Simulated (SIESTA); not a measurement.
Crystal: ZrB2.

```
Zr B
1.0
     3.17000    0.00000    0.00000
    -1.58500    2.74530    0.00000
     0.00000    0.00000    3.53300
Zr B
1 2
Direct
  0.00000 0.00000 0.00000
  0.66667 0.33333 0.50000
  0.33333 0.66667 0.50000
```

Base run:

| Property | Result |
| --- | --- |
| Program | SIESTA 5.4.2 |
| Functional | PBE |
| Potentials or basis | PseudoDojo 0.4 standard (PBE files) |
| Basis | TZP (energy shift 0.003 Ry; two zetas on semicore shells) |
| Grid cutoff | 800 Ry |
| Energy shift | 0.003 Ry |
| k mesh | 7 × 7 × 6 |
| Occupations | fermi-dirac, width 0.05 eV |
| Spin | no spin polarisation |

Its results: band gap on the k mesh none (metal or under the smearing width); pressure 1.3 GPa.

The run is repeated on the same cell with these changes: basis from TZP (energy shift 0.003 Ry; two zetas on semicore shells) to DZ (energy shift 0.003 Ry; two zetas on semicore shells). What comes out?

Band gap on the k mesh none (metal or under the smearing width); pressure 2.5 GPa.

Caveats: the basis of atomic orbitals isn't converged, which shifts pressures, moduli and gaps; the basis has no polarisation orbitals (some runs).
